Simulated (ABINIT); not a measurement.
## LiBr (Fm-3m): G0W0 with and without spin-orbit coupling

Wanted: the effect of spin-orbit coupling on the quasiparticle gap of LiBr (Fm-3m).

Main program and level: ABINIT 10.8.3; PBE and many-body steps on it, plane waves.

This is a report of a sequence of runs, with most program output left out.

## 1. Starting point

It takes space group Fm-3m (No. 225, cubic). The conventional cell has a = 5.501 Å, b = 5.501 Å, c = 5.501 Å, α = 90.00°, β = 90.00°, γ = 90.00°. Li has 6 Br at 2.75 Å nearest. Br has 6 Li at 2.75 Å nearest. Farther neighbours and most contacts between anions are not listed.

As a file:

```cif
data_structure
_symmetry_space_group_name_H-M 'P 1'
_symmetry_Int_Tables_number 1
_cell_length_a 3.8900
_cell_length_b 3.8900
_cell_length_c 3.8900
_cell_angle_alpha 60.000
_cell_angle_beta 60.000
_cell_angle_gamma 60.000
_cell_volume 41.62
loop_
_atom_site_label
_atom_site_type_symbol
_atom_site_fract_x
_atom_site_fract_y
_atom_site_fract_z
_atom_site_occupancy
Li1 Li 0.00000 0.00000 0.00000 1
Br2 Br 0.50000 0.50000 0.50000 1
```

The cell and positions come from the Crystallography Open Database and are kept as given unless a step says otherwise.

## 2. Empty states on the mesh, 4×4×4 mesh, 93 bands

This step: ABINIT 10.8.3; DFT, PBE, plane waves, norm-conserving pseudopotentials.

The sums over transitions need many empty states on a uniform mesh; this step solves for them.

File run.abi:

```
acell 3*1.0 Angstrom
rprim 
  0.000000000000 2.750650000000 2.750650000000
  2.750650000000 0.000000000000 2.750650000000
  2.750650000000 2.750650000000 0.000000000000
ntypat 2
znucl 3 35
natom 2
typat 1 2
xred 
  0.000000000000 0.000000000000 0.000000000000
  0.500000000000 0.500000000000 0.500000000000
pp_dirpath "pseudos"
pseudos "Li.upf, Br.upf"
ecut 33
ngkpt 4 4 4
nshiftk 1
shiftk 0 0 0
kptopt 1
chksymbreak 0
irdden 1
istwfk *1
nband 93
prtvol 0
optdriver 6
gwr_task "HDIAGO"
paral_kgb 0
occopt 1
indata_prefix "in"
outdata_prefix "out"
tmpdata_prefix "tmp"
```

Run with:

```console
> OMP_NUM_THREADS=1 mpirun -n 4 abinit run.abi > log
```

It took 31 s on 4 MPI ranks of Arm Neoverse V1, shared host; peak memory 1.6 GiB; 2 min of CPU time.

Numbers from this step:

| Quantity | Value |
| --- | --- |
| gap | 4.938 eV |
| k of the valence top | 0, 0, 0 |
| k of the conduction bottom | 0, 0, 0 |
| least direct gap | 4.938 eV |
| k points computed | 8 |
| lowest point of the top converged band, above the valence top | 80.4780 eV |

On this mesh the gap is 4.938 eV.

The density comes from a self-consistent run that is not shown.

## 3. Screening, 4×4×4 mesh, 85 bands, screening to 149.7 eV

The RPA dielectric matrix is built and inverted for each q.

This step: RPA screening on PBE, plane waves, norm-conserving pseudopotentials.

run.abi, as its differences from that of step 2:

```diff
@@ -20,10 +20,11 @@
 chksymbreak 0
-irdden 1
 istwfk *1
-nband 93
-prtvol 0
-optdriver 6
-gwr_task "HDIAGO"
-paral_kgb 0
 occopt 1
+irdwfk 1
+optdriver 3
+nband 85
+ecuteps 5.5
+inclvkb 0
+awtr 1
+symchi 1
 indata_prefix "in"
```

Run time: 8.7 s. Hardware: 4 MPI ranks; peak memory 0.56 GiB.

This step gave:

| Quantity | Value |
| --- | --- |
| ε∞ with local fields, on this mesh, along the program's q direction | 3.225 |
| the same without local fields | 3.804 |
| plasma frequency | 18.20 eV |
| plane waves in the screening matrix | 169 |

Local fields lower ε∞ by 15 %. On a Γ-centred mesh this coarse the value itself is usually too large, while a short band sum pulls it down.

## 4. Scalar-relativistic

The self-energy is evaluated for the states that the input lists, and the levels follow from it, in one-shot runs by the linearised quasiparticle equation.

This step: G0W0 on PBE, plane waves, norm-conserving pseudopotentials.

run.abi, as its differences from that of step 3:

```diff
@@ -23,8 +23,15 @@
 irdwfk 1
-optdriver 3
+optdriver 4
 nband 85
+gwcalctyp 0
+ecutsigx 33
+symsigma 1
+nkptgw 1
+kptgw 
+  0.0000000000 0.0000000000 0.0000000000
+bdgw 
+  3 9
 ecuteps 5.5
-inclvkb 0
-awtr 1
-symchi 1
+irdscr 1
+ppmodel 1
 indata_prefix "in"
```

Elapsed: 4.1 s, on 4 MPI ranks; peak memory 0.52 GiB.

Numbers from this step:

* G0W0 gap on the points computed: 7.030 eV
* starting gap on the mesh: 4.938 eV
* k of the valence top: 0, 0, 0
* k of the conduction bottom: 0, 0, 0
* Z at the valence top: 0.806
* Z at the conduction bottom: 0.84
* least direct G0W0 gap on the computed points: 7.030 eV

The gap on the mesh goes from 4.94 eV to 7.03 eV, a correction of +2.09 eV.

## 5. Empty states on the mesh, 4×4×4 mesh, 186 bands

This step: DFT, PBE with spin-orbit coupling, plane waves, norm-conserving pseudopotentials.

run.abi, as its differences from that of step 4:

```diff
@@ -15,2 +15,3 @@
 ecut 33
+nspinor 2
 ngkpt 4 4 4
@@ -20,18 +21,10 @@
 chksymbreak 0
+iscf -2
+irdden 1
 istwfk *1
-occopt 1
-irdwfk 1
-optdriver 4
-nband 85
-gwcalctyp 0
-ecutsigx 33
-symsigma 1
-nkptgw 1
-kptgw 
-  0.0000000000 0.0000000000 0.0000000000
-bdgw 
-  3 9
-ecuteps 5.5
-irdscr 1
-ppmodel 1
+nband 186
+nbdbuf 16
+tolwfr 1e-09
+nstep 60
+prtvol 0
 indata_prefix "in"
```

Elapsed: 1.8 min, on 4 MPI ranks; peak memory 0.42 GiB.

Numbers from this step:

```
gap                                                           : 4.761 eV
k of the valence top                                          : 0, 0, 0
k of the conduction bottom                                    : 0, 0, 0
least direct gap                                              : 4.761 eV
k points computed                                             : 8
lowest point of the top converged band, above the valence top : 80.3049 eV
```

On this mesh the gap is 4.761 eV.

The density comes from a self-consistent run that is not shown, made with spin-orbit coupling and fully relativistic files.

## 6. Screening, 4×4×4 mesh, 170 bands, screening to 149.7 eV

This step: RPA screening on PBE with spin-orbit coupling, plane waves, norm-conserving pseudopotentials.

run.abi, as its differences from that of step 5:

```diff
@@ -21,10 +21,11 @@
 chksymbreak 0
-iscf -2
-irdden 1
 istwfk *1
-nband 186
-nbdbuf 16
-tolwfr 1e-09
-nstep 60
-prtvol 0
+occopt 1
+irdwfk 1
+optdriver 3
+nband 170
+ecuteps 5.5
+inclvkb 0
+awtr 1
+symchi 1
 indata_prefix "in"
```

Elapsed: 68 s, on 4 MPI ranks; peak memory 1.4 GiB; 4.5 min of CPU time.

This step gave:

| Quantity | Value |
| --- | --- |
| ε∞ with local fields, on this mesh, along the program's q direction | 3.232 |
| the same without local fields | 3.811 |
| plasma frequency | 18.20 eV |
| plane waves in the screening matrix | 169 |

## 7. With spin-orbit coupling

This step: G0W0 on PBE with spin-orbit coupling, plane waves, norm-conserving pseudopotentials.

run.abi, as its differences from that of step 6:

```diff
@@ -24,8 +24,15 @@
 irdwfk 1
-optdriver 3
+optdriver 4
 nband 170
+gwcalctyp 0
+ecutsigx 33
+symsigma 0
+nkptgw 1
+kptgw 
+  0.0000000000 0.0000000000 0.0000000000
+bdgw 
+  7 16
 ecuteps 5.5
-inclvkb 0
-awtr 1
-symchi 1
+irdscr 1
+ppmodel 1
 indata_prefix "in"
```

The job ended after 98 s (4 MPI ranks; peak memory 1.3 GiB).

This step gave:

| Item | Value |
| --- | --- |
| G0W0 gap on the points computed | 6.853 eV |
| starting gap on the mesh | 4.761 eV |
| k of the valence top | 0, 0, 0 |
| k of the conduction bottom | 0, 0, 0 |
| Z at the valence top | 0.807 |
| Z at the conduction bottom | 0.84 |
| least direct G0W0 gap on the computed points | 6.853 eV |

Against G0W0 in ABINIT (4×4×4 mesh, 85 bands, screening to 149.7 eV, Godby-Needs plasmon pole), the gap moves by −0.177 eV.

## 8. The runs together

Times are wall times on 4 MPI ranks of Arm Neoverse V1, shared host, good to a factor of about two. A run's time includes the screening step that it read.

```csv
run,mesh,bands,screening cutoff (eV),DFT gap (eV),gap on the mesh (eV),direct (eV),ε∞ used,time
scalar-relativistic,4×4×4,85,149.7,4.938,7.030,7.030,3.22,13 s
with spin-orbit coupling,4×4×4,170,149.7,4.761,6.853,6.853,3.23,2.8 min
```

## 9. What came out

| Property | Result |
| --- | --- |
| scalar-relativistic | 7.030 eV |
| with spin-orbit coupling | 6.853 eV |
| known limits | not at the basis limit; screening head approximate; no spin-orbit coupling in some runs; coarse k mesh |

With spin-orbit coupling: −0.177 eV against scalar-relativistic, −0.177 eV of it in the start. Bands and cutoff are finite, so the gap is not at the basis limit. The miss can reach some tenths of an eV and take either sign; the mesh is an error of its own. In the G0W0 runs levels were corrected at 1 k point alone, so a gap called «on the mesh» is the least over those, and an edge elsewhere would be missed. The 4×4×4 mesh is coarse for this cell, which bears on the long-range parts of exchange and screening. The long-wavelength limit of the screening leaves out the non-local commutator, which shifts ε∞.

[Paths, hosts, dates, memory and timing lines, banners, echoed tables and standing remarks are left out of the program output.]

[Logs are printed without paths, hosts, clocks, repeated set-up lines and the standing remarks that a program may print on its own settings, such as how far it seeks lower states.]

[Runs of the session that timed out or met a known fault of the program may be left out.]

[Hosts, paths, dates, database ids (printed as entryN), source tags and the programs' standing remarks are cut or masked in the printed files.]

[G0W0 gaps are taken among the corrected bands and points alone; a level outside them can change the order at an edge.]

[Where Ansatz stands beside ABINIT at settings called matched, ABINIT's density can come from a denser mesh and the files from another edition; pairs whose starting gaps differed by over 0.03 eV were left out, so agreement reads better than it is.]
